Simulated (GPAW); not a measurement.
The system is Bi2Se3 (Paraguanajuatite).

```
Bi Se
1.0
     2.07150    1.19598    9.54533
    -2.07150    1.19598    9.54533
     0.00000   -2.39196    9.54533
Bi Se
2 3
Direct
  0.59920 0.59920 0.59920
  0.40080 0.40080 0.40080
  0.78830 0.78830 0.78830
  0.21170 0.21170 0.21170
  0.00000 0.00000 0.00000
```

Base run:

- Program: GPAW 26.7.0
- Functional: LDA
- Potentials or basis: the program's PAW data sets (release 1.2.1) made for this functional
- Cutoff: 450 eV
- Basis: pw
- k mesh: 6 × 6 × 6
- Occupations: fermi-dirac, width 0.05 eV
- Spin: no spin polarisation

Its results: band gap on the k mesh 0.08 eV, direct.

Question: After a change of settings the same cell gave: band gap on the k mesh 0.70 eV, direct. Which change was it?
A. cutoff from 450 eV to 500 eV; k mesh from 6 × 6 × 6 to 4 × 4 × 4; occupations from fermi-dirac, width 0.05 eV to fermi-dirac, width 0.001 eV
B. functional from LDA to TB-mBJ; potentials or basis from the program's PAW data sets (release 1.2.1) made for this functional to GPAW PAW data sets for LDA (gpaw-data 1.2.1); cutoff from 450 eV to 600 eV
C. cutoff from 450 eV to 600 eV; k mesh from 6 × 6 × 6 to 5 × 5 × 5

Answer: B.

Caveats: spin-orbit coupling is left out, which as a rule narrows the gap of such compounds by several tenths of an eV; a model potential gives levels but no total energy (some runs).

Not every run made on this cell is shown here.
